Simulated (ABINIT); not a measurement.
Runs of ABINIT 10.8.3 (patched build) on Ta. The structure is cubic, space group Im-3m (No. 229). Conventional cell: a = 3.303 Å, b = 3.303 Å, c = 3.303 Å, α = 90.00°, β = 90.00°, γ = 90.00°. Around Ta (site symmetry m-3m) lie 8 Ta at 2.86 Å. 

```tsv
level	gap on the mesh (eV)	pressure (GPa)
PBEsol	none	-4.6
SCAN	none	(c)
RPBE	none	5.5
WC	none	-3.7
r2SCAN	none	(b)
BLYP	none	8.5
revPBE	none	(a)
LDA	none	-9.6
```

Alike in all rows: task band structure; potentials or basis JTH PAW PBE v2.0; no spin polarisation; cell as given; k mesh 11 × 11 × 11; cutoff (eV) 626; smearing fermi-dirac 0.05 eV.

Problem. Fill in the values left out.

Solution. (a) 4.6; (b) 0.2; (c) -5.3.

Caveats: the PAW data sets were made with another functional, which shifts forces and pressure a little; spin-orbit coupling is left out, which moves the levels of the heavy elements.

A k mesh can miss the band edges, and the runs leave out spin-orbit coupling on Ta.

A gap of «none» marks a metal or a gap under the smearing width.

Runs at the PBE level aren't shown here.
